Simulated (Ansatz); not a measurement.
MgS:

```
Mg S
1.0
     3.61091    0.00000    0.00000
    -1.80545    3.12714    0.00000
     0.00000    0.00000    3.30526
Mg S
1 1
Direct
  0.00000 0.00000 0.50000
  0.66667 0.33333 0.00000
```

The cell was built by a generator and needn't be a form met in nature.

| Quantity | Value |
| --- | --- |
| Program | Ansatz 0.2.0 |
| Task | relaxation of cell and atoms |
| Functional | PBEsol0 |
| Potentials or basis | Ansatz PAW |
| Cutoff | 420 eV (not typed: the program's choice for these potentials) |
| k mesh | 5 × 5 × 4 |
| Occupations | fermi-dirac, width 0.05 eV |
| Spin | no spin polarisation |

At the start: volume 18.66 Å³/atom.

Q: Where does the relaxation end?

A: It ends after 4 steps and the volume is 18.03 Å³/atom (-3.4 %); space group P-6m2 (No. 187, to 0.05 Å).

Step by step:
```csv
step,energy change (eV),largest force (eV/Å),volume (Å³)
1,0.0000,0.0000,37.32
2,-0.0097,0.0000,35.99
3,-0.0103,0.0000,36.05
4,-0.0102,0.0000,36.05
```

Final structure:
```
Mg S
1.0
     3.56386    0.00000    0.00000
    -1.78193    3.08639    0.00000
     0.00000    0.00000    3.27750
Mg S
1 1
Direct
  0.00000 0.00000 0.50000
  0.66667 0.33333 0.00000
```

Caveat: the k mesh is coarse (spacing up to 0.48 Å⁻¹), so the values aren't converged, least of all with exact exchange; the plane-wave basis is chosen anew once the cell has moved, so the energies of steps on either side of that aren't comparable; the PAW data sets come from PBE, with cores solved anew for the run's functional, which leaves a small shift of forces and pressure.
